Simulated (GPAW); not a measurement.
Set up this calculation in GPAW 26.7.0, as an ASE script.

* Task: equation of state
* Functional: LDA
* Potentials or basis: the program's PAW data sets (release 1.2.1) made for this functional
* Cutoff: 600 eV
* Basis: pw
* k mesh: 6 × 6 × 3
* Occupations: fermi-dirac, width 0.05 eV
* Spin: no spin polarisation
* Maxiter: 150
* Eos scales: [0.94, 0.96, 0.98, 1.0, 1.02, 1.04, 1.06]

The system is CdSe (Cadmoselite).

```
Cd Se
1.0
     4.30000    0.00000    0.00000
    -2.15000    3.72391    0.00000
     0.00000    0.00000    7.02000
Cd Se
2 2
Direct
  0.66667 0.33333 0.50000
  0.33333 0.66667 0.00000
  0.66667 0.33333 0.88500
  0.33333 0.66667 0.38500
```

One way to write it, as run:

run.py

```python
from ase import Atoms
from ase.eos import EquationOfState
from ase.io import Trajectory
from ase.units import GPa
from gpaw import GPAW, PW

atoms = Atoms(['Cd', 'Cd', 'Se', 'Se'],
              cell=[[4.3, 0.0, 0.0],
                    [-2.15, 3.7239092363, 0.0],
                    [0.0, 0.0, 7.02]],
              scaled_positions=[[0.6666666667, 0.3333333333, 0.5],
                                [0.3333333333, 0.6666666667, 0.0],
                                [0.6666666667, 0.3333333333, 0.885],
                                [0.3333333333, 0.6666666667, 0.385]],
              pbc=True)

traj = Trajectory('eos.traj', 'w')
volumes, energies = [], []
for x in [0.94, 0.96, 0.98, 1.0, 1.02, 1.04, 1.06]:
    a = atoms.copy()
    a.set_cell(atoms.cell * x**(1 / 3), scale_atoms=True)
    calc = GPAW(mode=PW(600),
                xc='LDA',
                kpts={'size': (6, 6, 3), 'gamma': True},
                occupations={'name': 'fermi-dirac', 'width': 0.05},
                nbands=31,
                convergence={'density': 1e-05, 'energy': 1e-05},
                maxiter=150,
                txt=f'eos-{x:.2f}.txt')
    a.calc = calc
    energies.append(a.get_potential_energy(force_consistent=True))
    volumes.append(a.get_volume())
    p = -a.get_stress()[:3].mean() / GPa
    calc.write(f'eos-{x:.2f}.gpw')
    traj.write(a)
    print(f'{x:.2f} {volumes[-1]:10.4f} A^3 {energies[-1]:14.6f} eV {p:9.3f} GPa', flush=True)

v0, e0, B = EquationOfState(volumes, energies, eos='birchmurnaghan').fit()
print(f'V0 = {v0:.4f} A^3, E0 = {e0:.6f} eV, B0 = {B / GPa:.2f} GPa')
```

Potentials or basis: the program's PAW data sets (release 1.2.1) made for this functional, pw.

Launch:

```console
$ OMP_NUM_THREADS=1 python run.py
```

It gave:

The equilibrium volume is 27.09 Å³/atom and the bulk modulus at fixed shape and positions is 58 GPa. The pressure derivative of the bulk modulus is 4.7.

Caveat: the cell was scaled at fixed shape and fractional positions, which overstates the stiffness of a crystal with free parameters, most of all of layers and chains.

Wall time 6.8 min on 1 thread of Intel(R) Xeon(R) Processor @ 2.50GHz (Skylake/Cascade Lake), on a shared host, peak memory 0.38 GiB.
